In rock-salt magnesium sulfide, equal shears in the three planes xy, yz and zx stretch the cube along one of its body diagonals. If all three shears change sign, the same diagonal becomes shorter. The deformation is as large as before, but is the crystal's response a mirror image of the first? The PBE calculations below give the answer for the stretched diagonal, and the last three rows ask it for the shortened one.

MgS (Fm-3m, measured base cell from the COD, 17.61 Å³/atom), computed with Ansatz 0.2.0: all-electron LAPW, PBE, scalar-relativistic, no spin polarisation, 8 × 8 × 8 k points, Fermi-Dirac smearing of 0.01 eV, basis error target 0.25 meV/atom. Pressure and stress are positive in compression; energies are relative to spherical, unpolarised free atoms.

```csv
change from the base run,pressure (GPa),stress xx (GPa),stress zz (GPa),stress xy (GPa),energy less free atoms (eV/atom)
base,1.15,1.15,1.15,0.00,-4.235
volume scaled by 0.94,6.66,6.66,6.66,0.00,-4.210
volume scaled by 0.96,4.63,4.63,4.63,0.00,-4.223
volume scaled by 0.98,2.81,2.81,2.81,0.00,-4.231
volume scaled by 0.99,1.96,1.96,1.96,0.00,-4.234
volume scaled by 1.01,0.39,0.39,0.39,0.00,-4.236
volume scaled by 1.02,-0.34,-0.34,-0.34,0.00,-4.236
volume scaled by 1.04,-1.70,-1.70,-1.70,0.00,-4.234
volume scaled by 1.06,-2.92,-2.92,-2.92,0.00,-4.229
atom 2 (S) moved by 0.03 angstrom,1.18,1.20,1.14,-0.01,-4.235
equal xx and yy strain of +1 %,-0.34,-0.66,0.30,0.00,-4.236
equal xx and yy strain of +2 %,-1.67,-2.24,-0.52,0.00,-4.232
equal xx and yy strain of +3 %,-2.85,-3.63,-1.30,0.00,-4.226
equal xx and yy strain of -2 %,4.67,5.53,2.94,0.00,-4.221
equal xx and yy strain of -3 %,6.74,8.16,3.88,0.00,-4.207
"equal xy, yz and zx shear strains of +1 %",1.16,1.16,1.16,-0.56,-4.234
"equal xy, yz and zx shear strains of +2 %",1.18,1.18,1.18,-1.13,-4.231
"equal xy, yz and zx shear strains of +3 %",1.21,1.21,1.21,-1.72,-4.227
"equal xy, yz and zx shear strains of -1 %",?,?,?,?,?
"equal xy, yz and zx shear strains of -2 %",?,?,?,?,?
"equal xy, yz and zx shear strains of -3 %",?,?,?,?,?
```

The name of a row gives the engineering shear $g$, which is the change of a right angle. Each off-diagonal entry of the deformation is half of that. A shear of +3 % lengthens the diagonal by 3 % and shrinks the directions across it by 1.5 %. Stress is counted as positive in compression, so the negative stress xy under positive shear means that the crystal pulls back.

The limit of very small shear is simple. Any smooth response then becomes a straight line through the origin, and reversing the shear only reverses the stress. If reversal still did nothing more than that at 3 %, the withheld stresses would be the mirror image of the known ones: 0.56, 1.13 and 1.72 GPa. The question is therefore how far the crystal has already left the straight line, and in which direction.

Symmetry tells us whether it may leave the line differently on the two sides. Take first a single shear, in the xy plane alone. A mirror that sends x to −x turns it into its opposite, so both signs give the same crystal seen from another side, and the stress must be an exact mirror image. With three shears this no longer works, because the mirror reverses xy and zx but leaves yz as it was. No symmetry operation of the cube reverses all three at once, so a long diagonal and a short one are different shapes.

This permits one extra term in the stress. The shears in yz and zx, acting together, can add to the stress in xy an amount proportional to their product. When all three are equal, that product is $g^2$, and the stress xy becomes

$$\sigma = a\,g + b\,g^2 ,$$

with $g$ in percent. On reversal the first term changes sign and the second does not, so whatever strengthens the resistance on one side weakens it on the other.

The stretched side already reveals the sign of the second term. With the extra digits that the runs supply, the crystal resists the first percent with 0.556 GPa, but at +3 % it resists with $1.719/3 = 0.573$ GPa per percent. At +2 % the value is $1.129/2 = 0.565$, so the two steps are nearly equal. That is the mark of a $g^2$ term; a $g^3$ term would make the second step clearly larger than the first. The crystal stiffens as the diagonal grows and should therefore soften as it shrinks.

A fit of the two coefficients to the known rows gives $a = -0.548$ GPa per percent and $b = -0.0083$ GPa per percent squared. Only the three sheared rows determine these values, because the shear is zero in the others. For −3 %, which took no part in the fit, the first term is $0.548 \times 3 = 1.64$ GPa and the second is $-0.0083 \times 9 = -0.07$ GPa. Their sum is 1.57 GPa.

The opposite limit, a very large shear, makes softening on this side plausible. As the diagonal shortens, the angle between the edges of the primitive cell opens from 60° towards 90°. At 90° the crystal has the caesium chloride structure, which is again cubic, so its shear stress must vanish. The resistance that builds up at first must therefore bend over and return to zero somewhere along the way. Stretching the diagonal leads to no second cubic structure. The caesium chloride structure lies at a shear of about −40 %, however, so the argument fixes the distant end of the curve and does not prove why it already bends at 3 %.

Pressure follows a different rule. A small shear cannot change it in proportion to $g$, because reversing a single shear gives an equivalent crystal and hence the same pressure. What remains grows as $g^2$. One cause is geometric: the deformation slightly reduces the volume. A change of shape at fixed volume may add to this, so the known rows must show how much the lost volume explains. If $e$ is half the shear, written as a fraction, the relative change of volume is $-3e^2 + 2e^3$.

At −3 % this amounts to a loss of about 0.07 % of the volume. The rows at 0.99 and 1.01 times the base volume give a bulk stiffness of 78.5 GPa, so the pressure should rise by about 0.05 GPa. The same estimate accounts for 95 % of the rise at +3 %. Since the first term of the volume change dominates, the sign of the shear should hardly matter here.

The energy comes from the work done against these stresses. At +3 % this work is 8.5 meV per atom, while the total energies give 8.4 meV per atom, so stress and energy tell the same story. A weaker resistance on the shortened side means less work. The saving is smaller than the last printed digit of the energy, which is therefore a poor place to look for the asymmetry.

For shears of −1, −2 and −3 %, in this order, the forecasts are:

- **Stress xy:** 0.54 ± 0.01, 1.06 ± 0.02 and 1.57 ± 0.03 GPa, positive and weaker than the mirror image.
- **Pressure:** 1.16, 1.175 and 1.205 GPa, each ± 0.01 GPa. Stress xx and stress zz should equal it, because the threefold axis along the diagonal survives.
- **Energy less free atoms:** −4.234, −4.231 and −4.227 eV/atom, each ± 0.001 eV/atom.

The ranges are a judgement. They widen for the shear stress because a term in $g^3$, which the model omits, would matter most at the largest shear. The error bars of the fit are no substitute: their size comes mostly from the row with the displaced sulfur atom, which has a small shear stress of another origin.

The withheld rows as computed:

```csv
change from the base run,pressure (GPa),stress xx (GPa),stress zz (GPa),stress xy (GPa),energy less free atoms (eV/atom)
"equal xy, yz and zx shear strains of -1 %",1.16,1.16,1.16,0.54,-4.234
"equal xy, yz and zx shear strains of -2 %",1.18,1.18,1.18,1.06,-4.232
"equal xy, yz and zx shear strains of -3 %",1.21,1.21,1.21,1.57,-4.227
```

The response is not a mirror image, and all the forecasts fall within their ranges. At −3 % the crystal resists with 1.57 GPa, which is 91 % of its resistance at +3 %. A mirror image of the positive side would have missed this value by 0.15 GPa. At −1 % the two pictures differ by only 0.02 GPa, so the case rests mainly on the larger shears.

For the shear stress, the largest difference between forecast and result is 0.003 GPa, at −2 %. That is below the last printed digit and needs no explanation. The agreement shows that two coefficients learned on one side describe the other side up to 3 %. It does not show that the path towards caesium chloride causes the softening. Nor need all of the curvature come from a change in the bonds: at finite strain, part of it is expected to depend on how stress and strain are measured.

The pressure rises almost exactly as it did for positive shear, and stress xx and stress zz agree with it in all three rows. A gauge that registered only pressure would thus barely notice the sign of the shear. The forecasts lie up to 0.005 GPa below the printed results, again within the rounding. Lost volume is enough to explain the rise at this precision.

The clearest miss is in the energy at −2 %, where the forecast was −4.231 and the calculation gives −4.232 eV/atom. The unrounded forecast differs from the printed result by 0.6 meV per atom. The forecast starts from the base energy as printed, to the nearest 1 meV, and the result is rounded in the same way, which is enough to account for it. At −1 and −3 % the printed energies equal those for positive shear, and the difference of 1 meV at −2 % is mostly rounding, so the table's energies alone would not have settled the question. The total energies of the runs carry more digits. They put the crystal at −3 % about 0.35 meV per atom below the one at +3 %, which is the expected sign. The output after the text lists each forecast beside its result.

The asymmetry has a practical consequence for anyone who extracts an elastic stiffness from a strained cell. The +3 % row alone gives $1.72/0.03 = 57$ GPa and the −3 % row alone $1.57/0.03 = 52$ GPa, although both describe the same crystal. Taking half the difference of the two stresses removes the $g^2$ term and gives $(1.72 + 1.57)/0.06 = 55$ GPa, and the pairs at 1 and 2 % lead to the same rounded value. It holds for the measured cell used here, which PBE places under slight compression. The rule is to strain in both directions whenever the two signs produce different shapes; where a symmetry operation turns one into the other, as for a single shear of a cubic crystal, one direction is enough.

Output of the analysis:

```
fit of tau on 18 rows: coefficient of g -0.5481 +/- 0.0028, coefficient of g**2 -0.008274 +/- 0.0011; rms 0.00236, worst atom 2 (S) moved by 0.03 angstrom 0.01, leave-one-out rms 0.00236
  rows outside the fit (model, value, miss): equal xy, yz and zx shear strains of -1 % 0.5398, 0.54, -0.000201; equal xy, yz and zx shear strains of -2 % 1.063, 1.06, 0.00305; equal xy, yz and zx shear strains of -3 % 1.57, 1.57, -0.000248
shear stiffness at zero shear, GPa: 54.81
bulk stiffness at the base volume, GPa: 78.5
forecast size of shear stress at -3 % relative to +3 %, percent: 91.33
computed size of shear stress at -3 % relative to +3 %, percent: 91.35
share of the pressure rise at +3 % due to lost volume, percent: 94.97
energy rise at +3 % from the work of the stresses, meV/atom: 8.463
energy rise at +3 % from the total energies, meV/atom: 8.4
forecast pressure at -1, -2, -3 %, GPa: 1.158, 1.175, 1.205
computed pressure at -1, -2, -3 %, GPa: 1.16, 1.18, 1.21
pressure forecast less computed, GPa: -0.002399, -0.004599, -0.004789
forecast energy at -1, -2, -3 %, eV/atom: -4.234, -4.231, -4.227
computed energy at -1, -2, -3 %, eV/atom: -4.234, -4.232, -4.227
energy forecast less computed, eV/atom: -9.596e-05, 0.0005799, -2.68e-05
largest difference of stress xx or zz from pressure in withheld rows, GPa: 0
```
